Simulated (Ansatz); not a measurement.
What strain does to GaAs (zincblende)

GaAs in the zincblende structure, relaxed with r2SCAN in Ansatz. It is cubic, F-43m (No. 216); a = 5.666 Å in the conventional setting, 22.74 Å³ an atom. Around Ga lie 4 As at 2.45 Å; around As lie 4 Ga at 2.45 Å.

The axes x, y and z are those of this cell:
```yaml
crystal:
  lattice:
    - [0.00000, 2.83309, 2.83309]
    - [2.83309, 0.00000, 2.83309]
    - [2.83309, 2.83309, 0.00000]
  atoms:
    - { symbol: Ga, position: [0.00000, 0.00000, 0.00000] }
    - { symbol: As, position: [0.25000, 0.25000, 0.25000] }
```

Unstrained: The PBE gap is direct at Γ: 0.466 eV. The r2SCAN gap is direct at Γ: 0.962 eV. With HSE06 the gap is 1.364 eV and direct, at Γ. Meshes: PBE 8×8×8, r2SCAN 8×8×8, HSE06 6×6×6. Strains are changes of length per length, and xy shears are angles. After each strain the atoms were relaxed again with r2SCAN within the symmetry that the strain leaves, so tilts or polar shifts that break it weren't tested; points keep the names that they have in the unstrained zone. Spin-unpolarised throughout; all numbers are computed.

Changes of the least gap in eV (an overlap counts as a negative gap):

| strain | volume change (%) | space group | PBE | r2SCAN | HSE06 | energy rise, r2SCAN (meV/atom) |
| --- | --- | --- | --- | --- | --- | --- |
| xy shear, engineering strain (angle) +4.0 % | 0.0 | Imm2 | -0.175 | -0.195 | -0.199 | 6.9 |
| uniaxial -2.5 % along z | -2.5 | I-4m2 | +0.092 | +0.103 | +0.111 | 5.4 |
| isotropic -2.5 % on every length | -7.3 | F-43m | +0.582 | +0.625 | +0.559 | 31.8 |
| uniaxial -2.5 % along x | -2.5 | I-4m2 | +0.092 | +0.103 | +0.111 | 5.4 |
| epitaxial -1.5 % in the xy plane, free normal strain +1.28 % | -1.7 | I-4m2 | +0.070 | +0.078 | +0.083 | 4.2 |

Xy shear, engineering strain (angle) +4.0 %. HSE06: the gap goes from 1.364 to 1.165 eV (-0.199 eV); with r2SCAN the top three valence levels at Γ, degenerate before, become 1+1+1 from the top over 308 meV. Stress change with r2SCAN, compression positive: xx +0.09, yy +0.09, zz -0.01, xy -2.42 GPa.

Uniaxial -2.5 % along z, other directions held. HSE06: the gap goes from 1.364 to 1.475 eV (+0.111 eV); with r2SCAN the top three valence levels at Γ, degenerate before, become 1+2 from the top over 148 meV. Stress change with r2SCAN, compression positive: xx +1.39, yy +1.39, zz +3.03 GPa.

Isotropic -2.5 % on every length. HSE06: the gap goes from 1.364 to 1.923 eV (+0.559 eV); it turns from direct (Γ) to indirect (Γ → X). Stress change with r2SCAN, compression positive: xx +6.55, yy +6.55, zz +6.55 GPa.

Uniaxial -2.5 % along x, other directions held. HSE06: the gap goes from 1.364 to 1.475 eV (+0.111 eV); with r2SCAN the top three valence levels at Γ, degenerate before, become 1+2 from the top over 148 meV. Stress change with r2SCAN, compression positive: xx +3.03, yy +1.39, zz +1.39 GPa.

Epitaxial -1.5 % in the xy plane, free normal strain +1.28 %. HSE06: the gap goes from 1.364 to 1.447 eV (+0.083 eV); with r2SCAN the top three valence levels at Γ, degenerate before, become 2+1 from the top over 176 meV. Stress change with r2SCAN, compression positive: xx +1.98, yy +1.98, zz -0.01 GPa.

Spin-orbit coupling is left out.

The meshes of the hybrids are coarse, so their gaps aren't converged to the digits shown.

The splittings at Γ are without spin-orbit coupling, which regroups them where it is of like size or larger.
